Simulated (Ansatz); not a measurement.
`CC/C=C/CC` + `[OH][GaH2]` → `CC[O][GaH2]` + `C=CCC`  (substitution at a C–C bond)

Calculated with Ansatz (gas phase, PBE0-D4/def2-TZVP geometries, no zero-point term in ΔE). CCSD(T)/CBS is the MP2 limit (def2-TZVPP, def2-QZVPP) plus CCSD(T) − MP2 in def2-TZVPP, frozen cores. DFT in def2-TZVPP. For Ga outer-core shells are correlated without core-valence functions, which leaves a few kJ/mol of doubt a bond. Scalar relativity is left out up to krypton. Each species was taken in one conformer, which may not be the lowest.

```json
{"level": "B97M-V", "ΔE (kcal/mol)": "13.7", "difference from CCSD(T)/CBS": "-0.9"}
{"level": "BHLYP-D4", "ΔE (kcal/mol)": "12.8", "difference from CCSD(T)/CBS": "-1.8"}
{"level": "r2SCAN", "ΔE (kcal/mol)": "13.6", "difference from CCSD(T)/CBS": "-1.0"}
{"level": "r2SCAN0", "ΔE (kcal/mol)": "14.2", "difference from CCSD(T)/CBS": "-0.4"}
{"level": "CAM-B3LYP", "ΔE (kcal/mol)": "13.1", "difference from CCSD(T)/CBS": "-1.5"}
{"level": "LC-ωPBE", "ΔE (kcal/mol)": "14.6", "difference from CCSD(T)/CBS": "0.0"}
{"level": "CCSD/def2-SVP", "ΔE (kcal/mol)": "12.8", "difference from CCSD(T)/CBS": "-1.8"}
{"level": "HF/def2-TZVPP", "ΔE (kcal/mol)": "12.5", "difference from CCSD(T)/CBS": "-2.1"}
{"level": "CCSD/def2-TZVPP", "ΔE (kcal/mol)": "14.2", "difference from CCSD(T)/CBS": "-0.4"}
{"level": "HF/def2-QZVPP", "ΔE (kcal/mol)": "12.6", "difference from CCSD(T)/CBS": "-2.0"}
{"level": "CCSD(T)/CBS", "ΔE (kcal/mol)": "14.6", "difference from CCSD(T)/CBS": "0"}
```

Largest T1 diagnostic among the species: 0.015.

At CCSD(T), def2-SVP lies −1.8 kcal/mol from the extrapolated value and def2-TZVPP −0.3 kcal/mol. In def2-TZVPP, CCSD(T) changes the Hartree–Fock value by +1.8 kcal/mol (the triples alone add +0.1 kcal/mol) and MP2 by +3.7 kcal/mol.

CCSD(T)/CBS has its own doubt, a few kJ/mol and more with outer-core shells, so smaller differences from it don't rank the levels.
